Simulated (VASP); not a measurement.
Wanted: the native input for a VASP 6.6.1 run.

| Item | Value |
| --- | --- |
| Task | relaxation of cell and atoms |
| Functional | PBE |
| Potentials or basis | VASP PAW PBE potentials, release 64 (Sc_sv, Al) |
| Cutoff | 600 eV |
| k mesh | 10 × 10 × 10 |
| Occupations | methfessel-paxton, width 0.1 eV |
| Spin | no spin polarisation |
| Further INCAR settings | ALGO = Normal; EDIFF = 1e-07; IBRION = 2; EDIFFG = -0.005; NSW = 90; ISIF = 3 |

The structure of ScAl3 lies in POSCAR:

```
ScAl3                                   
1.0
    4.1052719128     -0.0000000000      0.0000000000
   -0.0000000000      4.1052719128      0.0000000000
   -0.0000000000      0.0000000000      4.1052719128
  Sc              Al            
     1     3
Direct
     0.0000000000000000    0.0000000000000000    0.0000000000000000
     0.5000000000000000    0.0000000000000000    0.5000000000000000
     0.0000000000000000    0.5000000000000000    0.5000000000000000
     0.5000000000000000    0.5000000000000000    0.0000000000000000
```

The cell is a database's computed one.

The input as run:

INCAR

```
PREC = Accurate ; ENCUT = 600
EDIFF = 1E-7 ; ISMEAR = 1
SIGMA = 0.1 ; LREAL = False
LASPH = True ; NELM = 80
ALGO = Normal ; ISIF = 3
LWAVE = False ; LCHARG = False
GGA = PE ; IBRION = 2
NSW = 90 ; EDIFFG = -0.005
```

KPOINTS

```
regular mesh
0
Gamma
  10 10 10
```

Potentials or basis: VASP PAW PBE potentials, release 64 (Sc_sv, Al).

Launch:

```console
$ cat potpaw_PBE.64/Sc_sv/POTCAR potpaw_PBE.64/Al/POTCAR > POTCAR
$ mpirun -np 1 vasp_std > vasp.out
```

Results of the run:

| Quantity | Value |
| --- | --- |
| Pressure after relaxing | 0.0 GPa |
| Band gap on the k mesh | none (metal or under the smearing width) |

Caveat: the relaxation stopped at its first step, so nothing moved.

Run time: 40 s on 1 thread of Intel(R) Xeon(R) Platinum 8488C (Sapphire Rapids), on a shared host, peak memory 0.24 GiB.
